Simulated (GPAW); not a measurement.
Wanted: an ASE script for a GPAW 26.7.0 run.

| Property | Result |
| --- | --- |
| Task | optical spectrum |
| Functional | PBE |
| Potentials or basis | GPAW PAW data sets (gpaw-data 1.2.1) |
| Cutoff | 400 eV |
| Basis | pw |
| k mesh | 9 × 9 × 9 |
| Occupations | fermi-dirac, width 0.05 eV |
| Spin | no spin polarisation |
| Eta | 0.1 eV |
| Response ecut | 50 eV |
| Scissors | 0 eV |
| Kernel | RPA |
| Maxiter | 150 |
| Response k mesh | 28 × 28 × 28 |
| Domega0 | 0.05 eV |
| Omega2 | 10 eV |
| Response bands | 17 |
| Directions | ["x"] |
| Intraband | yes |

Crystal: Ta.

```xyz
1
Lattice="-1.6513 1.6513 1.6513 1.6513 -1.6513 1.6513 1.6513 1.6513 -1.6513" Properties=species:S:1:pos:R:3 pbc="T T T"
Ta    0.0000    0.0000    0.0000
```

The input as run:

run.py

```python
from ase import Atoms
from ase.dft.bandgap import bandgap
from ase.io import write
from gpaw import GPAW, PW
from gpaw.response.df import DielectricFunction

atoms = Atoms(['Ta'],
              cell=[[-1.65128, 1.65128, 1.65128],
                    [1.65128, -1.65128, 1.65128],
                    [1.65128, 1.65128, -1.65128]],
              scaled_positions=[[0.0, 0.0, 0.0]],
              pbc=True)

calc = GPAW(mode=PW(400),
            xc='PBE',
            kpts={'size': (9, 9, 9), 'gamma': True},
            occupations={'name': 'fermi-dirac', 'width': 0.05},
            nbands=15,
            convergence={'density': 1e-06},
            maxiter=150,
            txt='gpaw.txt')
atoms.calc = calc
energy = atoms.get_potential_energy()
calc.write('gs.gpw')
write('result.traj', atoms)
print(f'Energy: {energy:.6f} eV')
print('Fermi level:', round(calc.get_fermi_level(), 4), 'eV')
print(f'Gap: {bandgap(calc)[0]:.4f} eV, direct: {bandgap(calc, direct=True)[0]:.4f} eV')

dense = calc.fixed_density(kpts={'size': (28, 28, 28), 'gamma': True},
                           nbands=23, convergence={'bands': 17, 'eigenstates': 1e-7},
                           update_fermi_level=True, txt='dense.txt')
dense.write('dense.gpw', mode='all')

df = DielectricFunction('dense.gpw', frequencies={'type': 'nonlinear', 'domega0': 0.05, 'omega2': 10},
                        eta=0.1, ecut=50, nbands=17, rate='eta', txt='df.txt')
for direction in ['x']:
    df.get_dielectric_function(xc='RPA', direction=direction, filename=f'df_{direction}.csv')
```

Potentials or basis: GPAW PAW data sets (gpaw-data 1.2.1), pw.

Launch:

```console
$ OMP_NUM_THREADS=1 python run.py
```

It gave:

```json
{"Band gap on the k mesh": "none (metal or under the smearing width)"}
```

Caveat: the intraband term hangs on this k mesh; the long-wavelength limit can be off by several per cent where d states take part; independent-particle spectra lack excitons.

Run time: 85 s on 1 thread of Arm Neoverse V1 (shared host), peak memory 0.36 GiB.
